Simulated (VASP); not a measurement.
LiH:

```
Li H
1.0
     0.00000    2.03675    2.03675
     2.03675    0.00000    2.03675
     2.03675    2.03675    0.00000
Li H
1 1
Cartesian
  0.0000 0.0000 0.0000
  2.0368 2.0368 2.0368
```

Base run:

- Program: VASP 6.6.1
- Functional: r2SCAN
- Potentials or basis: VASP PAW PBE potentials, release 64 (Li_sv, H)
- Cutoff: 520 eV
- k mesh: 12 × 12 × 12
- Occupations: gaussian, width 0.02 eV
- Spin: no spin polarisation

Its results: band gap on the k mesh 3.61 eV, direct.

The run is repeated on the same cell with these changes: functional from r2SCAN to LDA; potentials or basis from VASP PAW PBE potentials, release 64 (Li_sv, H) to VASP PAW LDA potentials, release 64 (Li_sv, H). What comes out?

Band gap on the k mesh 2.65 eV, direct.
